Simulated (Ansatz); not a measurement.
# Ti2NOS MXene monolayer in a perpendicular field

Wanted: the out-of-plane response of the Ti2NOS MXene monolayer. A positive field points along +c.

Program: Ansatz 0.2.0. Level of theory: plane-wave DFT, RPBE-D3(BJ), Ansatz PAW. Results are calculated unless marked as measured.

**1. The starting structure**

The cell holds 5 atoms: 1 S, 2 Ti, 1 N and 1 O. Its edges and angles: a = 3.029 Å, b = 3.029 Å, c = 23.326 Å, α = 90.0°, β = 90.0°, γ = 120.0°. Vacuum lies along c.

**2. Relaxation**

The starting cell is a guess, so the in-plane lattice and the atoms are relaxed first, with the slab cut off from its images along the normal. The program lengthens the vector along the normal by itself, so c and the volume that it reports differ from the typed ones.

input.yaml

```yaml
crystal:
  lattice:
    - [3.02874, 0.0, 0.0]
    - [-1.51437, 2.6229657815, 0.0]
    - [0.0, 0.0, 23.3256467571]
  atoms:
    - { symbol: S, position: [0.3333333333, 0.6666666667, 0.3858413914] }
    - { symbol: Ti, position: [0.6666666667, 0.3333333333, 0.4618378256] }
    - { symbol: "N", position: [0.0, 0.0, 0.5130715652] }
    - { symbol: Ti, position: [0.3333333333, 0.6666666667, 0.5643053048] }
    - { symbol: O, position: [0.6666666667, 0.3333333333, 0.6141586086] }
  periodic: [true, true, false]
kpoints:
  mp_grid: { grid: [12, 12, 1] }
hamiltonian:
  xc: rpbe
  dispersion: d3bj
scf:
  occupations: { method: fermi_dirac, width: 0.05 }
  convergence: { dr2_threshold: 1.0e-09 }
relax:
  f_tol: 0.004
  max_steps: 90
  cell: {}
output:
  write_potential: true
  write_density: true
  volumetric_format: npy
```

On the command line:

```bash
> ansatz run input.yaml --threads 2 --pin off --max-ram 3072MiB --backend cpu --events-out ev --progress --plain --runs-dir out
```

Numbers of over 12 decimals in the logs are rounded to 6 here.

Output:

```text
Warning: crystal.periodic: the lattice vector that does not repeat stood 0.000° off the slab's normal, 23.326 Å along it as the deck builds it. The run solves the slab on a vector along the normal, 34.451 Å long, with every atom where it was (on the deck's vector they left 18.00 Å outside them, and the widest stretch free of ions among them is 1.77 Å). A fractional position that the run reports is one of the run's ce [...]
Warning: relax.cell: scf.convergence.dr2_threshold = 1e-9 eV is looser than the 2.12878784544e-10 eV advised for a relaxation that steers and ends on the stress (1e-10 eV for each atom of the cell: 5, times the square of relax.cell.stress_2d_tol = 0.05 N/m over 15.3 Å (the atoms' height at the walk's start and 5 Å past either face), 3.263e-2 GPa, over a crystal's default 0.05). What an SCF threshold leaves in a stress goes as its square root, and in the free energy as the threshold itself, and one threshold admits the most on a small cell: [figures from the program's tests cut] Set scf.convergence.dr2_threshold to 2.12878784544e-10 eV or tighter. [rest of the remark cut]
crystal.periodic: the lattice vector that does not repeat stood 0.000° off the slab's normal, 23.326 Å along it as the deck builds it. The run solves the slab on a vector along the normal, 34.451 Å long, with every atom where it was (on the deck's vector they left 18.00 Å outside them, and the widest stretch free of ions among them is 1.77 Å). A fractional position that the run reports is one of the run's cell, which [...]
Engine: ansatz 0.2.0, aarch64-unknown-linux-gnu
Pseudopotentials: kind: paw
Pseudopotential: S, paw, valence charge 6, recommended cutoff 420 eV (normal), S.paw.azcp
Pseudopotential: Ti, paw, valence charge 12, recommended cutoff 420 eV (normal), Ti.paw.azcp
Pseudopotential: N, paw, valence charge 5, recommended cutoff 420 eV (normal), N.paw.azcp
Pseudopotential: O, paw, valence charge 6, recommended cutoff 420 eV (normal), O.paw.azcp
Functional definition: RPBE
  parameter kappa = 0.804
  parameter beta = 0.066725
  exchange = rpbe_x(kappa = kappa, mu = beta*pi^2/3)
  correlation = pbe_c(beta = beta)
Crystal: 5 atoms, lattice volume = 273.691 Å³
Basis set: ecut = 420 eV, 5275 PW (Γ), exchange–correlation on 48×48×480 points (8 copies of the dense FFT grid, shifted against one another)
Bands: 26, of which v1, the nominal top of the filled ones, is band 21 counted from 1 (20 counted from 0)
Symmetry: 6 space group operations
Space group: P3m1 (ITA 156), of the structure as read, at distance tolerance 6.5e-5 Å
k-points: 19 of 144 (time reversal used)
Non-local potential: S, projectors of the file, l = 0: 2, l = 1: 2, l = 2: 2
Non-local potential: Ti, projectors of the file, l = 0: 3, l = 1: 2, l = 2: 3, l = 3: 1
Non-local potential: N, projectors of the file, l = 0: 2, l = 1: 2, l = 2: 1
Non-local potential: O, projectors of the file, l = 0: 2, l = 1: 2, l = 2: 1
PAW form: soft (Blöchl's): semilocal exchange-correlation on the pseudo side does not see the compensation charge
PAW frozen core: S, regenerated for the run's functional, and the local potential with it (the file was generated under x = pbe(κ = 0.804, μ = 0.219515), c = pbe(β = 0.066725))
PAW frozen core: Ti, regenerated for the run's functional, and the local potential with it (the file was generated under x = pbe(κ = 0.804, μ = 0.219515), c = pbe(β = 0.066725))
PAW frozen core: N, regenerated for the run's functional, and the local potential with it (the file was generated under x = pbe(κ = 0.804, μ = 0.219515), c = pbe(β = 0.066725))
PAW frozen core: O, regenerated for the run's functional, and the local potential with it (the file was generated under x = pbe(κ = 0.804, μ = 0.219515), c = pbe(β = 0.066725))
PAW one-centre angular grid: S, 110 points (default); XC on 64 Gauss nodes
PAW one-centre angular grid: Ti, 590 points (default); XC on 64 Gauss nodes
PAW one-centre angular grid: N, 110 points (default); XC on 64 Gauss nodes
PAW one-centre angular grid: O, 110 points (default); XC on 64 Gauss nodes
Initial density: superposition of atomic densities (neutral atoms: chi_scale 0, normalization atom), corrected by the library's trained network
Initial wavefunctions: pseudopotential atomic-orbital guess
Functional: x = rpbe, c = pbe(β = 0.066725)
SCF iter   1: F=—  HF=-6883.051002 eV  |F-HF|=—  |Δ(HF+E_count)|=         —  Δρ=4.89e-3  dr2=2.43e-1  ethr=1.77e-3  ⟨swp⟩=11.4  Hψ=3534  notcnv=0
preconditioner: auto → LDOS  [metal: Δε(μ)=0.028 eV  Ē_g=8.069 eV  σ=0.050 eV  W_gap=0.14  n_scr=20 (ndim 8)  ℏωp=11.2 eV  f_vac=0.751  D(μ)=2.91/eV (n_scr^D=14)  β→1.0]
SCF iter   2: F=—  HF=-6883.030184 eV  |F-HF|=—  |Δ(HF+E_count)|=   2.08e-2  Δρ=1.75e-3  dr2=1.88e-2  ethr=5.92e-4  ⟨swp⟩=3.1  Hψ=866  notcnv=0  defer=2
SCF iter   3: F=—  HF=-6883.032461 eV  |F-HF|=—  |Δ(HF+E_count)|=   2.28e-3  Δρ=8.39e-4  dr2=3.33e-3  ethr=4.58e-5  ⟨swp⟩=3.3  Hψ=1163  notcnv=0  defer=2
SCF iter   4: F=—  HF=-6883.032198 eV  |F-HF|=—  |Δ(HF+E_count)|=   2.64e-4  Δρ=3.12e-4  dr2=8.65e-4  ethr=8.12e-6  ⟨swp⟩=2.7  Hψ=933  notcnv=0  defer=2
SCF iter   5: F=—  HF=-6883.032128 eV  |F-HF|=—  |Δ(HF+E_count)|=   6.95e-5  Δρ=1.21e-4  dr2=1.76e-4  ethr=2.11e-6  ⟨swp⟩=2.5  Hψ=829  notcnv=0  defer=2
SCF iter   6: F=—  HF=-6883.032143 eV  |F-HF|=—  |Δ(HF+E_count)|=   1.52e-5  Δρ=3.96e-5  dr2=1.75e-5  ethr=4.30e-7  ⟨swp⟩=2.6  Hψ=842  notcnv=0  defer=2
SCF iter   7: F=—  HF=-6883.032106 eV  |F-HF|=—  |Δ(HF+E_count)|=   3.76e-5  Δρ=8.67e-6  dr2=7.08e-7  ethr=4.27e-8  ⟨swp⟩=3.3  Hψ=996  notcnv=0  defer=2
SCF iter   8: F=—  HF=-6883.032162 eV  |F-HF|=—  |Δ(HF+E_count)|=   5.60e-5  Δρ=1.92e-6  dr2=1.55e-8  ethr=1.73e-9  ⟨swp⟩=3.5  Hψ=1095  notcnv=0  defer=2
SCF iter   9: F=—  HF=-6883.032162 eV  |F-HF|=—  |Δ(HF+E_count)|=   1.20e-7  Δρ=5.82e-7  dr2=1.62e-9  ethr=3.78e-11  ⟨swp⟩=3.8  Hψ=1168  notcnv=0  defer=2
SCF iter  10: F=-6883.032162 eV  HF=-6883.032162 eV  |F-HF|=5.77e-9  |Δ(HF+E_count)|=   1.88e-8  Δρ=2.89e-7  dr2=2.12e-10  ethr=2.44e-12  ⟨swp⟩=12.3  Hψ=4004  notcnv=0
SCF 1 converged in 10 iterations: F = -6883.032162 eV  dr2 = 2.12e-10
  greatest PAW one-centre occupation: 0.999 electrons in one spin orbital (limit 2), on the Ti atom at site 3 (counted from 0), in its partial waves of l = 0
relax step   1: F+E_penalty+E_count = -6883.03216195 eV  Δ(F+E_penalty+E_count) = +0.000e0 eV  max|allowed force component| = 3.081e0 eV/Å  Δτ_max = 0.0000 Å  P = -17.739 N/m  Ω = 273.691 Å³  fix = [c, alpha, beta]  reactions: c -0.000 N/m  (10 SCF iters, accepted)
Crystal: 5 atoms, lattice volume = 264.827 Å³
[...]
SCF iter   8: F=—  HF=-6883.896700 eV  |F-HF|=—  |Δ(HF+E_count)|=   7.32e-8  Δρ=1.10e-6  dr2=2.40e-9  ethr=7.55e-11  ⟨swp⟩=3.1  Hψ=981  notcnv=0  defer=1
SCF iter   9: F=-6883.896700 eV  HF=-6883.896700 eV  |F-HF|=1.72e-9  |Δ(HF+E_count)|=   3.92e-8  Δρ=2.34e-7  dr2=1.22e-10  ethr=2.44e-12  ⟨swp⟩=13.5  Hψ=4333  notcnv=0
SCF 3 converged in 9 iterations: F = -6883.896700 eV  dr2 = 1.22e-10
relax step   3: F+E_penalty+E_count = -6883.89670012 eV  Δ(F+E_penalty+E_count) = -5.387e-2 eV  max|allowed force component| = 5.317e-1 eV/Å  Δτ_max = 0.0265 Å  P = +2.037 N/m  Ω = 255.215 Å³  energy of the carried Pulay correction = +8.613e-3 eV  fix = [c, alpha, beta]  reactions: c +0.000 N/m  (9 SCF iters, accepted)
[...]
relax step   4: F+E_penalty+E_count = -6883.90518833 eV  Δ(F+E_penalty+E_count) = -8.488e-3 eV  max|allowed force component| = 7.536e-2 eV/Å  Δτ_max = 0.0188 Å  P = -0.163 N/m  Ω = 258.001 Å³  energy of the carried Pulay correction = +7.276e-3 eV  fix = [c, alpha, beta]  reactions: c -0.000 N/m  (8 SCF iters, accepted)
[...]
relax step   5: F+E_penalty+E_count = -6883.90581912 eV  Δ(F+E_penalty+E_count) = -6.308e-4 eV  max|allowed force component| = 1.840e-2 eV/Å  Δτ_max = 0.0069 Å  P = -0.048 N/m  Ω = 257.602 Å³  energy of the carried Pulay correction = +7.467e-3 eV  fix = [c, alpha, beta]  reactions: c -0.000 N/m  (7 SCF iters, accepted)
[...]
relax step   6: F+E_penalty+E_count = -6883.90584095 eV  Δ(F+E_penalty+E_count) = -2.183e-5 eV  max|allowed force component| = 5.335e-3 eV/Å  Δτ_max = 0.0010 Å  P = -0.001 N/m  Ω = 257.594 Å³  energy of the carried Pulay correction = +7.470e-3 eV  fix = [c, alpha, beta]  reactions: c -0.000 N/m  (6 SCF iters, accepted)
[...]
relax step   7: F+E_penalty+E_count = -6883.90584517 eV  Δ(F+E_penalty+E_count) = -4.218e-6 eV  max|allowed force component| = 2.859e-4 eV/Å  Δτ_max = 0.0002 Å  P = +0.001 N/m  Ω = 257.587 Å³  energy of the carried Pulay correction = +7.474e-3 eV  fix = [c, alpha, beta]  reactions: c +0.000 N/m  (4 SCF iters, accepted)
[...]
relax step   8: F+E_penalty+E_count = -6883.90059739 eV  Δ(F+E_penalty+E_count) = +5.248e-3 eV  max|allowed force component| = 1.040e-3 eV/Å  Δτ_max = 0.0000 Å  P = -0.135 N/m  Ω = 257.587 Å³  fix = [c, alpha, beta]  reactions: c -0.000 N/m  stress off target by 1.35e-1 N/m on what of the cell is left free  SCF on the basis re-selected at this cell (its energy is not comparable with the rows above)  (6 SCF iters)
[...]
relax step   9: F+E_penalty+E_count = -6883.90070952 eV  Δ(F+E_penalty+E_count) = -1.121e-4 eV  max|allowed force component| = 1.197e-3 eV/Å  Δτ_max = 0.0007 Å  P = +0.001 N/m  Ω = 257.396 Å³  energy of the carried Pulay correction = +8.890e-5 eV  fix = [c, alpha, beta]  reactions: c +0.000 N/m  (5 SCF iters, accepted)
iter 1 solved again at ethr=5.43e-7 eV; its pass at ethr=3.10e-3 eV (dr2=2.22e-4 eV) is discarded
SCF iter   1: F=—  HF=-6883.900507 eV  |F-HF|=—  |Δ(HF+E_count)|=         —  Δρ=2.54e-6  dr2=2.19e-8  ethr=5.43e-7  ⟨swp⟩=6.0  Hψ=5771  notcnv=0
eigensolver tolerance schedule: the retry pair's looser diagonalisation over-reported the residual by 10164.63 of it (diagonalisation noise at an unbounded share of the residual, at the tolerance the schedule requests for it); recorded, not acted on — ethr = c·dr2/N_el stays at c = 1.0e-1
preconditioner: auto → LDOS  [metal: Δε(μ)=0.079 eV  Ē_g=8.835 eV  σ=0.050 eV  W_gap=0.37  n_scr=22 (ndim 8)  ℏωp=11.6 eV  f_vac=0.762  D(μ)=1.81/eV (n_scr^D=12)  β→1.0]
SCF iter   2: F=—  HF=-6883.900627 eV  |F-HF|=—  |Δ(HF+E_count)|=   1.20e-4  Δρ=3.47e-6  dr2=6.55e-8  ethr=5.34e-11  ⟨swp⟩=6.4  Hψ=2146  notcnv=0
SCF iter   3: F=—  HF=-6883.900627 eV  |F-HF|=—  |Δ(HF+E_count)|=   7.40e-9  Δρ=1.07e-6  dr2=4.33e-9  ethr=5.34e-11  ⟨swp⟩=3.4  Hψ=999  notcnv=0
SCF iter   4: F=—  HF=-6883.900627 eV  |F-HF|=—  |Δ(HF+E_count)|=  8.44e-10  Δρ=5.22e-7  dr2=1.33e-9  ethr=1.06e-11  ⟨swp⟩=2.9  Hψ=947  notcnv=0
SCF iter   5: F=-6883.900627 eV  HF=-6883.900627 eV  |F-HF|=1.02e-10  |Δ(HF+E_count)|=  8.19e-12  Δρ=1.65e-7  dr2=9.98e-11  ethr=2.44e-12  ⟨swp⟩=18.0  Hψ=4498  notcnv=0
SCF 10 converged in 5 iterations: F = -6883.900627 eV  dr2 = 9.98e-11
relax step  10: F+E_penalty+E_count = -6883.90062690 eV  Δ(F+E_penalty+E_count) = +8.261e-5 eV  max|allowed force component| = 1.208e-3 eV/Å  Δτ_max = 0.0000 Å  P = -0.001 N/m  Ω = 257.396 Å³  fix = [c, alpha, beta]  reactions: c -0.000 N/m  stress off target by 9.38e-4 N/m on what of the cell is left free  SCF on the basis re-selected at this cell (its energy is not comparable with the rows above)  (5 SCF iters)
basis re-selected at this cell: Δ(F+E_penalty+E_count) = +8.261e-5 eV, ΔP = -0.001 N/m vs the last step (what re-selecting the basis moved, of the pressure what is left beyond the Pulay correction that the steps carried, after the strain that the cell walked since its last selection, with what the two solves' SCF thresholds leave and, on support functions, any second-order correction that the steps lacked; it is no m [...]
SCF converged after 5 iterations
Free energy (F): -6883.900627 eV
Harris-Foulkes:  -6883.900627 eV  (|F-HF|=1.02e-10)
Internal energy: -6883.885764 eV  (E = F + TS)
E sigma→0 (E₀):  -6883.893195 eV
Entropy (-TS):   -0.014863 eV (-2.973 meV/atom)
Fermi energy:    -5.719247 eV
--- Per-component energies (eV) ---
  E_band       = -1043.137742
  E_kinetic    = 974.188777
  E_local      = -138158.716410  (includes V_loc(G=0)·N_el)
  E_nonlocal   = 129.429290
  E_hartree    = 68460.450955
  E_xc         = -434.067552
  E_vxc        = -511.716232  (∫ρ·V_xc dr)
  E_paw        = -2993.932297  (= ΣΔE_a)
  E_vpaw       = -397.226272  (= ΣTr[D̂ρ^β])
  E_aug_tail   = 0.002812  (compensation charges beyond the density's cutoff)
  E_ewald      = 65148.397920
  E_disp       = -9.458958  (pairwise vdW)
  E_core_change = -0.180300  (= ΣΔE_core)
  E_smearing   = -0.014863  (= −TS)
  E_closure    = -0.000000  (closes the sum)
  Σ components = -6883.900627   (vs F -6883.900627, Δ=0.00e0)
--- Forces (eV/Å), atoms counted from 1 ---
  atom   1  S      0.00000000    -0.00000000    -0.00058965
  atom   2  Ti    -0.00000000    -0.00000000    -0.00017333
  atom   3  N      0.00000000     0.00000000     0.00013459
  atom   4  Ti     0.00000000    -0.00000000     0.00120804
  atom   5  O      0.00000000    -0.00000000    -0.00058148
  max |Σ_I F_I| component: 1.83e-6 eV/Å
--- 2D stress c σ (N/m, compression-positive) ---
       -0.000938       0.000000      -0.000000
       -0.000000      -0.000938       0.000000
       -0.000000       0.000000      -0.000000
  P = ½ c Tr σ = -0.0009 N/m
--- Band table (eV; the first three rows and the last of 19) ---
  k-point 0: bands = [... 17 lower, -8.3805, -5.5573, -5.5573, -5.3290, -5.3290, -5.2112, -4.0678, -4.0678, ... 1 higher]
  k-point 1: bands = [... 17 lower, -8.2211, -6.2970, -5.9477, -5.4430, -4.9145, -4.7544, -4.0831, -3.9934, ... 1 higher]
  k-point 2: bands = [... 17 lower, -8.5104, -7.1807, -6.2668, -5.8477, -4.6607, -4.3631, -4.1062, -3.6063, ... 1 higher]
  k-point 18: bands = [... 17 lower, -9.6987, -9.4541, -8.5885, -4.5920, -4.5888, -3.8981, -3.4742, -3.2718, ... 1 higher]
  the weakly bound empty levels are not read free of the cell's end (no_gap_told)
--- Relaxed structure (8 steps of the walk, 8 accepted, 2 SCFs on fresh bases) ---
  F+E_penalty+E_count = -6883.90062690 eV   max|allowed force component| = 1.208e-3 eV/Å   (the final SCF, on the basis selected at the relaxed cell)
  cell:  # Å, volume = 257.3962 Å³
    - [2.937197, 0.0, 0]
    - [-1.468598, 2.543687, 0]
    - [0, 0, 34.451294]
  atoms:
    - { symbol: S, position: [0.333333, 0.666667, 0.267004] }
    - { symbol: Ti, position: [0.666667, 0.333333, 0.313467] }
    - { symbol: N, position: [-6.591146135694018e-19, 0, 0.346929] }
    - { symbol: Ti, position: [0.333333, 0.666667, 0.381617] }
    - { symbol: O, position: [0.666667, 0.333333, 0.410188] }
```

Run time: 2.7 min. Hardware: 2 threads of Arm Neoverse N1, shared host; peak memory 0.6 GiB; 4.9 min of CPU time.

This run has no spin polarisation although its electron count is odd.

The steps of the relaxation:

```tsv
step	energy less that of the first step (eV)	largest force component (eV/Å)	volume (Å³)
1	0.0000	3.0806	273.69
2	-0.8107	0.8988	264.83
3	-0.8645	0.5317	255.21
4	-0.8730	0.0754	258.00
5	-0.8737	0.0184	257.60
6	-0.8737	0.0053	257.59
7	-0.8737	0.0003	257.59
8*	-0.8684	0.0010	257.59
9	-0.8685	0.0012	257.40
10*	-0.8685	0.0012	257.40
```

Relaxation steps marked * repeat the geometry before them on a plane-wave basis chosen anew for their cell, so energy and pressure can jump there.

The run keeps the 6 symmetry operations that it works with, so distortions that break them were not tested.

```tsv
cell as run	before	after	change
a (Å)	3.029	2.937	-3.0 %
b (Å)	3.029	2.937	-3.0 %
```

The atoms that moved most (Å, along periodic axes as changes of fractional coordinates times the final cell, across vacuum about the mean position):

```tsv
atom	dx	dy	dz	length
S1	0.000	0.000	0.199	0.199
O5	0.000	0.000	-0.194	0.194
Ti2	0.000	0.000	0.027	0.027
Ti4	0.000	0.000	-0.016	0.016
N3	0.000	0.000	-0.016	0.016
```

Final coordinates:

```xyz
5
Lattice="2.9372 0.0000 0.0000 -1.4686 2.5437 0.0000 0.0000 0.0000 34.4513" Properties=species:S:1:pos:R:3
S     0.0000    1.6958    9.1986
Ti    1.4686    0.8479   10.7993
N     0.0000    0.0000   11.9522
Ti    0.0000    1.6958   13.1472
O     1.4686    0.8479   14.1315
```

This step gave:

```yaml
energy_at_zero_smearing: -6883.8932 eV
```

The lattice constant a goes from 3.029 to 2.937 Å.

(Part 1 of 3 ends here.)

[Logs are printed without paths, hosts, clocks, repeated set-up lines and the standing remarks that a program may print on its own settings, such as how far it seeks lower states.]

[Hosts, paths, dates, database ids (printed as entryN), source tags and the programs' standing remarks are cut or masked in the printed files.]

[Maps of the electrostatic potential energy from Ansatz leave out the sawtooth potential of an applied field or a dipole correction, so their vacuum need not be flat; planar profiles and work functions include it.]
